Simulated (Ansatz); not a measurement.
The system is FePt (Tetraferroplatinum).

```
Pt Fe
1.0
     2.72350    0.00000    0.00000
     0.00000    2.72350    0.00000
     0.00000    0.00000    3.72000
Pt Fe
1 1
Direct
  0.50000 0.50000 0.50000
  0.00000 0.00000 0.00000
```

```yaml
Program: Ansatz 0.2.0
Task: relaxation of cell and atoms
Functional: HF
Potentials_or_basis: Ansatz PAW
Cutoff: "420 eV (not typed: the program's choice for these potentials)"
k_mesh: 5 × 5 × 4
Occupations: fermi-dirac, width 0.05 eV
Spin: collinear spin, ferromagnetic start
Starting_moments: "[0.0, 3.0] μB"
```

At the start: volume 13.80 Å³/atom.

Task: How do energy, volume and symmetry change on relaxing?

Result: It ends after 8 steps and the volume is 15.85 Å³/atom (+14.9 %); space group P4/mmm (No. 123, to 0.05 Å); moment 4.54 μB per cell.

The path:
| step | energy change (eV) | largest force (eV/Å) | volume (Å³) |
| --- | --- | --- | --- |
| 1 | 0.0000 | 0.0000 | 27.59 |
| 2 | -1.0354 | 0.0000 | 31.21 |
| 3 | -1.0405 | 0.0000 | 31.78 |
| 4 | -1.0500 | 0.0000 | 31.77 |
| 5 | -1.0500 | 0.0000 | 31.78 |
| 6 | -1.0665 | 0.0000 | 31.78 |
| 7 | -1.0669 | 0.0000 | 31.71 |
| 8 | -1.0666 | 0.0000 | 31.71 |

Final structure:
```
Pt Fe
1.0
     2.89408    0.00000    0.00000
     0.00000    2.89408    0.00000
     0.00000    0.00000    3.78581
Pt Fe
1 1
Cartesian
  1.4470 1.4470 1.8929
  0.0000 0.0000 0.0000
```

Caveat: the k mesh is coarse (spacing up to 0.46 Å⁻¹), so the values aren't converged, least of all with exact exchange; the magnetic or orbital state may not be the lowest; the plane-wave basis is chosen anew once the cell has moved, so the energies of steps on either side of that aren't comparable; the pressure holds a Pulay correction of +0.8 GPa for the finite cutoff; the volume moved by +15 % from the deposited cell, more than functionals usually miss; the PAW data sets come from PBE, with cores solved anew for the run's functional, which leaves a small shift of forces and pressure.
